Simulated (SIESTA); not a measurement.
# TiSi2 under changes of volume

One of the cells (14.162 Å³/atom); the others are scaled copies at fixed shape and fractional positions:

```xyz
3
Lattice="-1.4729 1.7121 4.2121 1.4729 -1.7121 4.2121 1.4729 1.7121 -4.2121" Properties=species:S:1:pos:R:3 pbc="T T T"
Ti    0.0000    0.0000    0.0000
Si    0.0000    0.0000    5.6448
Si    0.0000    0.0000    2.7793
```

The cell comes from a database or a generator and needn't be the stable form of this composition.

* Program: SIESTA 5.4.2
* Functional: LDA
* Potentials or basis: PseudoDojo 0.4 standard (LDA files)
* Basis: DZP (energy shift 0.003 Ry; two zetas on semicore shells)
* Grid cutoff: 800 Ry
* Energy shift: 0.003 Ry
* k mesh: 12 × 12 × 12
* Occupations: fermi-dirac, width 0.05 eV
* Spin: no spin polarisation

| volume (Å³/atom) | energy over the lowest point (meV/atom) | pressure (GPa) | largest force (eV/Å) |
| --- | --- | --- | --- |
| 13.313 | ? | ? | ? |
| 13.596 | 0.00 | -0.4 | 0.063 |
| 13.879 | 3.38 | -3.3 | 0.078 |
| 14.162 | 11.75 | -6.0 | 0.092 |
| 14.446 | 24.58 | -8.4 | 0.105 |
| 14.729 | 41.41 | -10.5 | 0.119 |
| 15.012 | 61.81 | -12.4 | 0.133 |

What does the run at 13.313 Å³/atom give?

Energy over the lowest point 2.20 meV/atom; pressure 3.0 GPa; largest force 0.049 eV/Å.

Worked out: A Birch-Murnaghan fit of order 3 (a polynomial in V^(-2/3)) to the other rows has its minimum at 13.56 Å³/atom, just outside them, with B0 = V·E''(V) = 152 GPa and B' = 4.2 at fixed shape and positions, which overstates the stiffness. It gives 2.13 meV/atom at 13.313 Å³/atom, against the run's 2.20, and -dE/dV = 2.9 GPa, against 3.0.

Energies are extrapolated to zero smearing.

Caveats: the basis of atomic orbitals isn't converged, which shifts pressures, moduli and gaps.
